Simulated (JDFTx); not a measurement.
The system is BAs.

```
As B
1.0
     0.00000    2.38850    2.38850
     2.38850    0.00000    2.38850
     2.38850    2.38850    0.00000
As B
1 1
Direct
  0.75000 0.75000 0.75000
  0.00000 0.00000 0.00000
```

Base run:

- Program: JDFTx 1.7.0 (patched build)
- Functional: BJ06
- Potentials or basis: SG15-PBE-1.2
- Cutoff: 1088 eV
- Density cutoff: 8708 eV
- k mesh: 8 × 8 × 8
- Occupations: fermi-dirac, width 0.05 eV
- Spin: no spin polarisation

Its results: band gap on the k mesh 1.37 eV, indirect (least direct gap 3.56 eV).

**Question.** The run is repeated on the same cell with these changes: functional from BJ06 to r2SCANh; cutoff from 1088 eV to 816 eV; density cutoff from 8708 eV to 6531 eV; k mesh from 8 × 8 × 8 to 4 × 4 × 4. What comes out?

**Answer.** Band gap on the k mesh 2.03 eV, indirect (least direct gap 3.98 eV).

Several settings changed at once, so the effect can't be laid on one alone.

Caveats: some runs use coarse meshes; the empty levels aren't tightly converged (some runs); a model potential gives levels but no total energy (some runs).

A k mesh can miss the band edges.
